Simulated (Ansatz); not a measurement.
Bulk crystal (AlAs) after relaxation:

```
Al As
1.0
     0.00000    2.83730    2.83730
     2.83730    0.00000    2.83730
     2.83730    2.83730    0.00000
Al As
1 1
Direct
  0.00000 0.00000 0.00000
  0.75000 0.75000 0.75000
```

Miller indices refer to the conventional cell of F-43m (No. 216), a = 5.675 Å, b = 5.675 Å, c = 5.675 Å, α = 90.00°, β = 90.00°, γ = 90.00°. The bulk's gap is 1.34 eV.

The (111) slab of 8 planes, 10.6 Å thick with 15 Å of vacuum as cut; outer planes Al (top) and As (bottom).

Theory: DFT PBEsol, scalar-relativistic, plane waves, PAW (Ansatz 0.2.0). Settings: cutoff 420 eV, Γ-centred mesh 9×9×1 on the computed 8-atom cell, Gaussian smearing of 0.05 eV; no spin polarisation. The cell repeats along c with a dipole correction in the vacuum.

This cut of an insulator is polar or leaves open shells, so the slab is metallic here; real surfaces compensate by reconstruction or adsorbates.

With the atoms at the bulk's places:

* Surface energy (mean of both faces): 1.55 J/m²
* Gap of the slab on the mesh: none (metal or semimetal)
* Work function: 3.58 eV (top), 5.97 eV (bottom)
* Dipole of the slab along +c, per cell: 0.18 e·Å

Q: What changes when all atoms relax within this surface cell and its symmetry?

A: The energy falls by 0.040 J/m² a face, and the largest move is 0.07 Å.

For the relaxed slab, the surface energy (mean of both faces) is 1.51 J/m² and the gap of the slab on the mesh is none (metal or semimetal). The work function is 3.45 eV (top), 5.88 eV (bottom). The dipole of the slab along +c, per cell is 0.19 e·Å.

```json
{"plane (bottom to top)": "1", "atoms": "As", "spacing to next, bulk (Å)": "0.819", "relaxed (Å)": "0.723", "change (%)": "-11.8"}
{"plane (bottom to top)": "2", "atoms": "Al", "spacing to next, bulk (Å)": "2.457", "relaxed (Å)": "2.551", "change (%)": "+3.8"}
{"plane (bottom to top)": "3", "atoms": "As", "spacing to next, bulk (Å)": "0.819", "relaxed (Å)": "0.754", "change (%)": "-8.0"}
{"plane (bottom to top)": "4", "atoms": "Al", "spacing to next, bulk (Å)": "2.457", "relaxed (Å)": "2.527", "change (%)": "+2.8"}
{"plane (bottom to top)": "5", "atoms": "As", "spacing to next, bulk (Å)": "0.819", "relaxed (Å)": "0.761", "change (%)": "-7.1"}
{"plane (bottom to top)": "6", "atoms": "Al", "spacing to next, bulk (Å)": "2.457", "relaxed (Å)": "2.548", "change (%)": "+3.7"}
{"plane (bottom to top)": "7", "atoms": "As", "spacing to next, bulk (Å)": "0.819", "relaxed (Å)": "0.711", "change (%)": "-13.3"}
{"plane (bottom to top)": "8", "atoms": "Al", "spacing to next, bulk (Å)": "", "relaxed (Å)": "", "change (%)": ""}
```